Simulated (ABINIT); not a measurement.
Slab: C, a slab with vacuum.

```
CELL_PARAMETERS angstrom
2.45623 0.00000 0.00000
-1.22811 2.12716 0.00000
0.00000 0.00000 24.13396
ATOMIC_POSITIONS crystal
C 0.66667 0.33333 0.57048
C 0.33333 0.66667 0.42952
C 0.00000 0.00000 0.42953
C 0.00000 0.00000 0.57047
```

| Quantity | Value |
| --- | --- |
| Program | ABINIT 10.8.3 (patched build) |
| Task | single point |
| Functional | PBE |
| Potentials or basis | JTH PAW PBE v2.0 |
| Cutoff | 517 eV |
| k mesh | 12 × 12 × 2 |
| Occupations | fermi-dirac, width 0.05 eV |
| Spin | no spin polarisation |

On this cell: largest force 0.062 eV/Å; band gap on the k mesh none (metal or under the smearing width).

The same run follows on a disturbed copy (atoms moved at random, drawn with an rms of 0.05 Å):

```
C
1.0
     2.45623    0.00000    0.00000
    -1.22811    2.12716    0.00000
     0.00000    0.00000   24.13396
C
4
Direct
  0.65643 0.32544 0.57124
  0.29481 0.64936 0.42888
  0.00123 0.99214 0.42970
  0.99523 0.01618 0.57109
```

Task: What does the disturbed cell give?

Result: The energy (extrapolated to zero smearing) moves by +68.9 meV/atom; largest force 4.552 eV/Å; band gap on the k mesh 0.61 eV, direct.

Forces in eV/Å, atoms in the order of the input:
```
C   -0.986  2.596 -0.018
C    4.498  0.636  0.274
C   -4.494 -0.633 -0.354
C    0.982 -2.600  0.099
```

Caveats: the atomic spheres overlap.

A k mesh can miss the band edges.
